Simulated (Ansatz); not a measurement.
The parent structure is ZnTe in the zinc blende structure (space group F-43m, No. 216).

```yaml
crystal:
  lattice:
    - [0.00000, 3.05670, 3.05670]
    - [3.05670, 0.00000, 3.05670]
    - [3.05670, 3.05670, 0.00000]
  atoms:
    - { symbol: Te, position: [0.75000, 0.75000, 0.75000] }
    - { symbol: Zn, position: [0.00000, 0.00000, 0.00000] }
```

Cartesian axes are those of the cell as printed.

Computed with r2SCAN, PAW, 500 eV (Ansatz, a quantum-chemistry and plane-wave program; spin-orbit coupling left out).

For the base:

The volume per atom is 28.56 Å³ and the valence-band top at Γ is 0.00, 0.00, 0.00 eV.

It is then changed as follows: compressive biaxial strain of 0.34 % in the plane normal to [001], as in epitaxy on a mismatched substrate; the out-of-plane cell vector and the atoms relax.

Task: What does the calculation give for the volume per atom after the change?

Result: The volume per atom drops by 0.09 Å³ to 28.47 Å³.

Task: Estimate the effect on the valence-band top at Γ.

Result: The valence-band top at Γ (three highest levels, from the VBM) becomes 0.00, 0.00, -0.03 eV (base: 0.00, 0.00, 0.00 eV).

With Te present, leaving out spin-orbit coupling can change the band edges. The levels and masses belong to the bands next to the band gap. Whether these cells are dynamically stable was not tested.
